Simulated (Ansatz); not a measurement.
AlCo, 2 atoms in the cell. Symmetry: Pm-3m, No. 221, cubic system. Conventional cell: a = 2.819 Å, b = 2.819 Å, c = 2.819 Å, α = 90.00°, β = 90.00°, γ = 90.00°. Around Co (site symmetry m-3m) lie 8 Al at 2.44 Å. Al (site symmetry m-3m) is surrounded by 8 Co at 2.44 Å. The cell is a database's computed one.

* Program: Ansatz 0.2.0
* Task: relaxation of cell and atoms
* Functional: PBE
* Dispersion: D3(BJ)
* Potentials or basis: Ansatz PAW
* Cutoff: 420 eV (not typed: the program's choice for these potentials)
* k mesh: 9 × 9 × 9
* Occupations: fermi-dirac, width 0.05 eV
* Spin: collinear spin, ferromagnetic start
* Starting moments: [2.0, 0.0] μB

Potentials or basis: Ansatz PAW.

Run with:

```bash
$ ansatz run input.yaml --threads 2 --pin off --max-ram 5632MiB --backend cpu --events-out ev --progress --plain --runs-dir out
```

Hardware: 2 threads of AMD EPYC (Zen 3), on a shared host.

Problem. How long does it take, and how much memory?

Solution. It took 4.4 s on 2 threads of AMD EPYC (Zen 3), on a shared host, peak memory 0.33 GiB. Counts: scf iterations 17, plane waves 461, k points 35, bands 15, ion steps 2.
